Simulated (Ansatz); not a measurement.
# Ga under changes of volume

One of the cells (18.685 Å³/atom); the others are scaled copies at fixed shape and fractional positions:

```
Ga
1.0
     1.45000   -4.06500    0.00000
     1.45000    4.06500    0.00000
     0.00000    0.00000    3.17000
Ga
2
Direct
  0.13300 0.86700 0.75000
  0.86700 0.13300 0.25000
```

This isn't the form of Ga at room conditions, which is orthorhombic.

```yaml
Program: Ansatz 0.2.0
Functional: HSE06
Potentials_or_basis: Ansatz PAW
Cutoff: "420 eV (not typed: the program's choice for these potentials)"
k_mesh: 6 × 6 × 6
Occupations: fermi-dirac, width 0.05 eV
Spin: no spin polarisation
```

```csv
volume (Å³/atom),energy over the lowest point (meV/atom),pressure (GPa),largest force (eV/Å)
17.564,?,?,?
17.937,5.23,2.4,0.289
18.311,1.17,1.1,0.277
18.685,0.00,0.0,0.261
19.058,1.26,-1.0,0.242
19.432,4.62,-1.9,0.223
19.806,9.95,-2.7,0.205
```

Question: What does the run at 17.564 Å³/atom give?

Answer: Energy over the lowest point 12.58 meV/atom; pressure 3.9 GPa; largest force 0.299 eV/Å.

Worked out: A Birch-Murnaghan fit of order 3 (a polynomial in V^(-2/3)) to the other rows has its minimum at 18.67 Å³/atom with B0 = V·E''(V) = 53 GPa and B' = 5.7 at fixed shape and positions, which overstates the stiffness. It gives 12.46 meV/atom at 17.564 Å³/atom, against the run's 12.58, and -dE/dV = 3.9 GPa, against 3.9.

Energies are extrapolated to zero smearing.

Caveats: all runs use coarse meshes; the PAW data sets come from PBE, with cores solved anew for the run's functional, which leaves a small shift of forces and pressure; the thresholds are loose for stress.
